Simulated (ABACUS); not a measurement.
# FeO (Wuestite) (Fm-3m) in ABACUS: further runs, part 2 of 2

ABACUS 3.10.1. The steps go on from the part before.

**3. Equation of state, r2SCAN, collinear spin, ferromagnetic start, 9.41 Å³/atom (volume scaled by 0.94)**

File run_abacus.py:

```python
"""ABACUS run from a structure file: ASE reads it, the script writes STRU, KPT and INPUT."""
import re
import subprocess
import spglib
from ase import Atoms
from ase.io import read
from ase.units import Bohr

atoms = read("FeO.cif")
cell, frac, numbers = spglib.standardize_cell((atoms.cell[:], atoms.get_scaled_positions(), atoms.numbers), to_primitive=True, symprec=1e-4)
atoms = Atoms(numbers=numbers, cell=cell, scaled_positions=frac, pbc=True)  # the primitive cell
atoms = atoms[(-atoms.numbers).argsort(kind="stable")]  # ABACUS lists atoms element by element
pseudo = {'Fe': 'Fe_ONCV_PBE-1.2.upf', 'O': 'O_ONCV_PBE-1.2.upf'}
orbital = {}
magmoms = [3.0, 0.0]
kmesh = [7, 7, 7]
params = {
    'suffix': 'FeO',
    'calculation': 'scf',
    'basis_type': 'pw',
    'pseudo_dir': './',
    'symmetry': 1,
    'dft_functional': 'MGGA_X_R2SCAN+MGGA_C_R2SCAN',
    'ecutwfc': 104,
    'pseudo_rcut': 7,
    'nspin': 2,
    'nbands': 17,
    'ks_solver': 'dav',
    'smearing_method': 'fd',
    'smearing_sigma': 0.00367493,
    'scf_thr': 1e-08,
    'scf_nmax': 100,
    'mixing_type': 'broyden',
    'mixing_beta': 0.4,
    'cal_force': 1,
    'cal_stress': 1,
    'mixing_tau': 1,
    'kpar': 4,
}

symbols = atoms.get_chemical_symbols()
elements = list(dict.fromkeys(symbols))
lines = ["ATOMIC_SPECIES"] + [f"{e} {atoms.get_masses()[symbols.index(e)]:.4f} {pseudo[e]}" for e in elements]
if orbital:
    lines += ["", "NUMERICAL_ORBITAL"] + [orbital[e] for e in elements]
lines += ["", "LATTICE_CONSTANT", f"{1 / Bohr:.10f}", "", "LATTICE_VECTORS"]
lines += [" ".join(f"{x:.10f}" for x in v) for v in atoms.cell]
lines += ["", "ATOMIC_POSITIONS", "Direct"]
for e in elements:
    lines += ["", e, "0.0", str(symbols.count(e))]
    for i, p in enumerate(atoms.get_scaled_positions(wrap=False)):
        if symbols[i] == e:
            mag = "" if magmoms is None else " mag " + " ".join(str(x) for x in (magmoms[i] if isinstance(magmoms[i], list) else [magmoms[i]]))
            lines.append(" ".join(f"{x:.10f}" for x in p) + " 1 1 1" + mag)
open("STRU", "w").write("\n".join(lines) + "\n")
open("KPT", "w").write("K_POINTS\n0\nGamma\n%d %d %d 0 0 0\n" % tuple(kmesh))
open("INPUT", "w").write("INPUT_PARAMETERS\n" + "".join(f"{k:<20s}{v}\n" for k, v in params.items()))

done = subprocess.run(['mpirun', '-np', '4', 'abacus'])
if done.returncode:
    raise SystemExit(done.returncode)
log = open("OUT.FeO/running_scf.log").read()
print("final energy (eV):", re.findall(r"FINAL_ETOT_IS (\S+)", log))
```

File FeO.cif:

```cif
data_FeO
_cell_length_a 4.22279980
_cell_length_b 4.22279980
_cell_length_c 4.22279980
_cell_angle_alpha 90.00000000
_cell_angle_beta 90.00000000
_cell_angle_gamma 90.00000000
_space_group_name_H-M_alt 'Fm-3m'
_space_group_name_Hall '-F 4 2 3'
_space_group_IT_number 225
loop_
_space_group_symop_operation_xyz
'x,y,z'
'-x,-y,-z'
'-y,x,z'
'y,-x,-z'
'-x,-y,z'
'x,y,-z'
'y,-x,z'
'-y,x,-z'
'x,-y,-z'
'-x,y,z'
'-y,-x,-z'
'y,x,z'
'-x,y,-z'
'x,-y,z'
'y,x,-z'
'-y,-x,z'
'z,x,y'
'-z,-x,-y'
'z,-y,x'
'-z,y,-x'
'z,-x,-y'
'-z,x,y'
'z,y,-x'
'-z,-y,x'
'-z,x,-y'
'z,-x,y'
'-z,-y,-x'
'z,y,x'
'-z,-x,y'
'z,x,-y'
'-z,y,x'
'z,-y,-x'
'y,z,x'
'-y,-z,-x'
'x,z,-y'
'-x,-z,y'
'-y,z,-x'
'y,-z,x'
'-x,z,y'
'x,-z,-y'
'-y,-z,x'
'y,z,-x'
'-x,-z,-y'
'x,z,y'
'y,-z,-x'
'-y,z,x'
'x,-z,y'
'-x,z,-y'
'x,y+1/2,z+1/2'
'-x,-y+1/2,-z+1/2'
'-y,x+1/2,z+1/2'
'y,-x+1/2,-z+1/2'
[... 63 lines left out ...]
'-z+1/2,y,-x+1/2'
'z+1/2,-x,-y+1/2'
'-z+1/2,x,y+1/2'
'z+1/2,y,-x+1/2'
'-z+1/2,-y,x+1/2'
'-z+1/2,x,-y+1/2'
'z+1/2,-x,y+1/2'
'-z+1/2,-y,-x+1/2'
'z+1/2,y,x+1/2'
'-z+1/2,-x,y+1/2'
'z+1/2,x,-y+1/2'
'-z+1/2,y,x+1/2'
'z+1/2,-y,-x+1/2'
'y+1/2,z,x+1/2'
'-y+1/2,-z,-x+1/2'
'x+1/2,z,-y+1/2'
'-x+1/2,-z,y+1/2'
'-y+1/2,z,-x+1/2'
'y+1/2,-z,x+1/2'
'-x+1/2,z,y+1/2'
'x+1/2,-z,-y+1/2'
'-y+1/2,-z,x+1/2'
'y+1/2,z,-x+1/2'
'-x+1/2,-z,-y+1/2'
'x+1/2,z,y+1/2'
'y+1/2,-z,-x+1/2'
'-y+1/2,z,x+1/2'
'x+1/2,-z,y+1/2'
'-x+1/2,z,-y+1/2'
'x+1/2,y+1/2,z'
'-x+1/2,-y+1/2,-z'
'-y+1/2,x+1/2,z'
'y+1/2,-x+1/2,-z'
'-x+1/2,-y+1/2,z'
'x+1/2,y+1/2,-z'
'y+1/2,-x+1/2,z'
'-y+1/2,x+1/2,-z'
'x+1/2,-y+1/2,-z'
'-x+1/2,y+1/2,z'
'-y+1/2,-x+1/2,-z'
'y+1/2,x+1/2,z'
'-x+1/2,y+1/2,-z'
'x+1/2,-y+1/2,z'
'y+1/2,x+1/2,-z'
'-y+1/2,-x+1/2,z'
'z+1/2,x+1/2,y'
'-z+1/2,-x+1/2,-y'
'z+1/2,-y+1/2,x'
'-z+1/2,y+1/2,-x'
'z+1/2,-x+1/2,-y'
'-z+1/2,x+1/2,y'
'z+1/2,y+1/2,-x'
'-z+1/2,-y+1/2,x'
'-z+1/2,x+1/2,-y'
'z+1/2,-x+1/2,y'
'-z+1/2,-y+1/2,-x'
'z+1/2,y+1/2,x'
'-z+1/2,-x+1/2,y'
'z+1/2,x+1/2,-y'
'-z+1/2,y+1/2,x'
'z+1/2,-y+1/2,-x'
'y+1/2,z+1/2,x'
'-y+1/2,-z+1/2,-x'
'x+1/2,z+1/2,-y'
'-x+1/2,-z+1/2,y'
'-y+1/2,z+1/2,-x'
'y+1/2,-z+1/2,x'
'-x+1/2,z+1/2,y'
'x+1/2,-z+1/2,-y'
'-y+1/2,-z+1/2,x'
'y+1/2,z+1/2,-x'
'-x+1/2,-z+1/2,-y'
'x+1/2,z+1/2,y'
'y+1/2,-z+1/2,-x'
'-y+1/2,z+1/2,x'
'x+1/2,-z+1/2,y'
'-x+1/2,z+1/2,-y'
loop_
_atom_site_label
_atom_site_type_symbol
_atom_site_symmetry_multiplicity
_atom_site_Wyckoff_symbol
_atom_site_fract_x
_atom_site_fract_y
_atom_site_fract_z
_atom_site_occupancy
Fe1 Fe 4 a 0.0000000000 0.0000000000 0.0000000000 1
O1 O 4 b 0.5000000000 0.0000000000 0.0000000000 1
```

Potentials or basis: SG15 ONCV 1.2 PBE, plane waves.

Command:

```console
> OMP_NUM_THREADS=1 python run_abacus.py > log
```

Run time: 18 s. Hardware: 4 MPI ranks of AMD EPYC 9R45 (Zen 5), shared host; peak memory 0.44 GiB.

The run converged. Its results:

| Property | Result |
| --- | --- |
| Free energy | -3655.9695 eV |
| Pressure | 5.6 GPa |
| Band gap on the k mesh | none (metal or under the smearing width) |
| Net moment | 4.00 μB per cell |
| Absolute moment | 4.06 μB per cell |

Caveat: the k mesh is coarse (spacing up to 0.37 Å⁻¹), so the values aren't converged; the potentials were made for another functional, which shifts forces and pressure; a cell with one magnetic atom can't hold antiferromagnetic order, which such compounds often take; semilocal functionals often make such compounds metallic where correlation or magnetic order opens a gap, which also shifts bond lengths.

**4. Equation of state, r2SCAN, collinear spin, ferromagnetic start, 9.81 Å³/atom (volume scaled by 0.98)**

run_abacus.py is that of step 3.

Changes to FeO.cif since step 3:

```diff
@@ -1,5 +1,5 @@
 data_FeO
-_cell_length_a 4.22279980
-_cell_length_b 4.22279980
-_cell_length_c 4.22279980
+_cell_length_a 4.28186758
+_cell_length_b 4.28186758
+_cell_length_c 4.28186758
 _cell_angle_alpha 90.00000000
```

Command:

```console
> OMP_NUM_THREADS=1 python run_abacus.py > log
```

Wall time 18 s (4 MPI ranks of AMD EPYC 9R45 (Zen 5), shared host); peak memory 0.44 GiB.

The run converged. Its results:

```yaml
Free_energy: -3655.9748 eV
Pressure: -3.4 GPa
Band_gap_on_the_k_mesh: none (metal or under the smearing width)
Net_moment: 4.01 μB per cell
Absolute_moment: 4.06 μB per cell
```

Caveat: the k mesh is coarse (spacing up to 0.36 Å⁻¹), so the values aren't converged; the potentials were made for another functional, which shifts forces and pressure; a cell with one magnetic atom can't hold antiferromagnetic order, which such compounds often take; semilocal functionals often make such compounds metallic where correlation or magnetic order opens a gap, which also shifts bond lengths.

**5. Equation of state, r2SCAN, collinear spin, ferromagnetic start, 10.21 Å³/atom (volume scaled by 1.02)**

run_abacus.py is that of step 4.

Changes to FeO.cif since step 4:

```diff
@@ -1,5 +1,5 @@
 data_FeO
-_cell_length_a 4.28186758
-_cell_length_b 4.28186758
-_cell_length_c 4.28186758
+_cell_length_a 4.33934918
+_cell_length_b 4.33934918
+_cell_length_c 4.33934918
 _cell_angle_alpha 90.00000000
```

Command:

```console
> OMP_NUM_THREADS=1 python run_abacus.py > log
```

Wall time 18 s (4 MPI ranks of AMD EPYC 9R45 (Zen 5), shared host); peak memory 0.44 GiB.

Results (log left out):

- Free energy: -3655.9394 eV
- Pressure: -10.6 GPa
- Band gap on the k mesh: none (metal or under the smearing width)
- Net moment: 4.01 μB per cell
- Absolute moment: 4.06 μB per cell

Caveat: the potentials were made for another functional, which shifts forces and pressure; a cell with one magnetic atom can't hold antiferromagnetic order, which such compounds often take; semilocal functionals often make such compounds metallic where correlation or magnetic order opens a gap, which also shifts bond lengths.

**6. Equation of state, r2SCAN, collinear spin, ferromagnetic start, 10.61 Å³/atom (volume scaled by 1.06)**

run_abacus.py is that of step 5.

Changes to FeO.cif since step 5:

```diff
@@ -1,5 +1,5 @@
 data_FeO
-_cell_length_a 4.33934918
-_cell_length_b 4.33934918
-_cell_length_c 4.33934918
+_cell_length_a 4.39534695
+_cell_length_b 4.39534695
+_cell_length_c 4.39534695
 _cell_angle_alpha 90.00000000
```

Potentials or basis: SG15 ONCV 1.2 PBE, plane waves.

Command:

```console
> OMP_NUM_THREADS=1 python run_abacus.py > log
```

Run time: 18 s. Hardware: 4 MPI ranks of AMD EPYC 9R45 (Zen 5), shared host; peak memory 0.44 GiB.

Results (log left out):

| Quantity | Value |
| --- | --- |
| Free energy | -3655.8716 eV |
| Pressure | -16.4 GPa |
| Band gap on the k mesh | none (metal or under the smearing width) |
| Net moment | 4.01 μB per cell |
| Absolute moment | 4.06 μB per cell |

Caveat: the potentials were made for another functional, which shifts forces and pressure; a cell with one magnetic atom can't hold antiferromagnetic order, which such compounds often take; semilocal functionals often make such compounds metallic where correlation or magnetic order opens a gap, which also shifts bond lengths.

**7. Equation of state, r2SCAN, collinear spin, ferromagnetic start**

This step only gathers the single runs of the series.

Results:

- Equilibrium volume: 9.66 Å³/atom
- Bulk modulus: 213 GPa
- Pressure derivative of the bulk modulus: 4.4 (rough: it moves with the points fitted)

Energy against volume, from the lowest point:
```tsv
volume (Å³/atom)	energy (meV/atom)
9.413	2.62
9.813	0.00
10.214	17.67
10.614	51.58
```

Caveat: the k mesh is coarse (spacing up to 0.36 Å⁻¹), so the values aren't converged; the potentials were made for another functional, which shifts forces and pressure.
